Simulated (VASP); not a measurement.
The system is Sb2Se3.

```xyz
5
Lattice="2.0150 1.1634 9.8000 -2.0150 1.1634 9.8000 0.0000 -2.3267 9.8000" Properties=species:S:1:pos:R:3 pbc="T T T"
Sb    0.0000    0.0000   11.7306
Sb    0.0000    0.0000   17.6694
Se    0.0000    0.0000   23.1966
Se    0.0000    0.0000    6.2034
Se    0.0000    0.0000    0.0000
```

The cell was built by a generator and needn't be a form met in nature.

* Program: VASP 6.6.1
* Task: relaxation of cell and atoms
* Functional: PBE
* Potentials or basis: VASP PAW PBE potentials, release 64 (Sb, Se)
* Cutoff: 520 eV
* k mesh: 4 × 4 × 4
* Occupations: gaussian, width 0.15 eV
* Spin: no spin polarisation

At the start: pressure -1.0 GPa; volume 27.57 Å³/atom.

Problem. How do energy, volume and symmetry change on relaxing?

Solution. Over 17 steps the energy falls by 23.6 meV/atom and the volume is 29.19 Å³/atom (+5.9 %); space group R-3m (No. 166, to 0.05 Å).

Step by step:
| step | energy change (eV) | largest force (eV/Å) | pressure (GPa) | volume (Å³) |
| --- | --- | --- | --- | --- |
| 1 | 0.0000 | 0.7461 | -1.05 | 137.84 |
| 2 | -0.0650 | 0.0951 | 1.30 | 134.24 |
| 3 | -0.0654 | 0.1529 | 1.17 | 134.49 |
| 4 | -0.0863 | 0.1348 | 0.19 | 137.36 |
| 5 | -0.0855 | 0.1872 | -0.40 | 139.01 |
| 6 | -0.0870 | 0.1626 | -0.20 | 138.16 |
| 7 | -0.0870 | 0.1579 | -0.13 | 137.99 |
| 8 | -0.0901 | 0.1236 | -0.01 | 137.90 |
| 9 | -0.0936 | 0.0417 | 0.24 | 137.66 |
| 10 | -0.0965 | 0.0955 | -0.02 | 138.62 |
| 11 | -0.0973 | 0.1617 | -0.39 | 139.87 |
| 12 | -0.0983 | 0.1527 | -0.36 | 140.01 |
| 13 | -0.1010 | 0.1615 | -0.39 | 140.45 |
| 14 | -0.1055 | 0.1576 | -0.42 | 141.32 |
| 15 | -0.1114 | 0.1519 | -0.39 | 143.05 |
| 16 | -0.1152 | 0.1599 | -0.13 | 146.42 |
| 17 | -0.1179 | 0.0477 | 0.28 | 145.96 |

Final structure:
```
Sb Se
1.0
     2.03269    1.17358   10.19746
    -2.03269    1.17358   10.19746
     0.00000   -2.34715   10.19746
Sb Se
2 3
Direct
  0.39492 0.39492 0.39492
  0.60508 0.60508 0.60508
  0.77849 0.77849 0.77849
  0.22151 0.22151 0.22151
  0.00000 0.00000 0.00000
```

Caveat: the k mesh is coarse (spacing up to 0.45 Å⁻¹), so the values aren't converged.
